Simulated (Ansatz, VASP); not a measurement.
# One calculation of TaN, two programs

File INCAR:

```
  ALGO = Fast
  EDIFF = 1E-7
  ENCUT = 520
  ISIF = 2
  ISMEAR = 0
  LASPH = True
  LCHARG = False
  LREAL = False
  LWAVE = False
  NBANDS = 15
  NELM = 100
  PREC = Accurate
  SIGMA = 0.15
```

Contents of KPOINTS:

```
k-points
0
Gamma
  18 18 16
```

Contents of POSCAR:

```
TaN
1.0
    2.9379988584      0.0000000000      0.0000000000
   -1.4689994292      2.5443816477      0.0000000000
    0.0000000000      0.0000000000      2.8830000000
Ta N
1 1
Direct
    0.3333333333      0.6666666667      0.5000000000
    0.0000000000      0.0000000000     -0.0520291363
```

Input for Ansatz:

```yaml
crystal:
  lattice:
    - [2.9379988584, 0.0, 0.0]
    - [-1.4689994292, 2.5443816477, 0.0]
    - [0.0, 0.0, 2.883]
  atoms:
    - { symbol: Ta, position: [0.3333333333, 0.6666666667, 0.5] }
    - { symbol: "N", position: [0.0, 0.0, -0.0520291363] }
basis:
  ecutwfc: 420
kpoints:
  mp_grid: { grid: [18, 18, 16] }
hamiltonian:
  xc: lda
scf:
  occupations: { method: gaussian, width: 0.15 }
output:
  forces: true
  stress: true
  eigenvalues: true
```

Change from the starting cell: all N atoms moved -0.150 Å, as atom 2 along Cartesian [0 0 1].

Alike in both runs: task single point; functional LDA; k mesh 18 × 18 × 16; occupations gaussian, width 0.15 eV; no spin polarisation.

```csv
,VASP,Ansatz
version,VASP 6.6.1,Ansatz 0.2.0
potentials or method,"VASP PAW LDA potentials, release 64 (Ta_pv, N)","scalar-relativistic, plane waves, PAW"
plane-wave cutoff (eV),520,420
valence electrons in the cell,16,18
```

VASP gave:

```
gap on the k mesh at the Fermi level (eV)       : none
pressure (GPa)                                  : -5.1
largest component of the traceless stress (GPa) : 0.12
rms of the force components (eV/Å)              : 1.227
```

Task: Estimate Ansatz's values.

Result: gap on the k mesh at the Fermi level (eV): none; pressure (GPa): -6.9; largest component of the traceless stress (GPa): 0.02; rms of the force components (eV/Å): 1.207.

Atom by atom the forces differ by 0.020 eV/Å (rms over components). A gap of «none» marks a metal or a gap that the smearing closes. The two sets of potentials don't hold the same shells in valence.

Caveats: forces of over 1 eV/Å show positions far from the minimum, so gaps and moduli don't describe the material at rest. Spin-orbit coupling is left out, which matters for the levels of Ta.
